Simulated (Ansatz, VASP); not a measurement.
## BN: VASP beside Ansatz

```
B N
1.0
     2.48000    0.00000    0.00000
    -1.24000    2.14774    0.00000
     0.00000    0.00000   26.00000
B N
1 1
Direct
  0.00000 0.00000 0.50000
  0.66667 0.33333 0.50000
```

Alike in both runs: task single point; functional PBE; dispersion D3(BJ); k mesh 12 × 12 × 1; occupations gaussian, width 0.02 eV; no spin polarisation.

|  | VASP | Ansatz |
| --- | --- | --- |
| version | VASP 6.6.1 | Ansatz 0.2.0 |
| potentials or method | VASP PAW PBE potentials, release 64 (B, N) | scalar-relativistic, plane waves, PAW |
| plane-wave cutoff (eV) | 520 | 420 |
| valence electrons in the cell | 8 | 8 |

|  | VASP | Ansatz | Ansatz less VASP |
| --- | --- | --- | --- |
| gap on the k mesh at the Fermi level (eV) | 4.65 | 4.65 | +0.001 |
| least direct gap on the mesh (eV) | 4.76 | 4.76 | +0.003 |

PBE gaps usually lie below the measured ones, often by a third to a half.
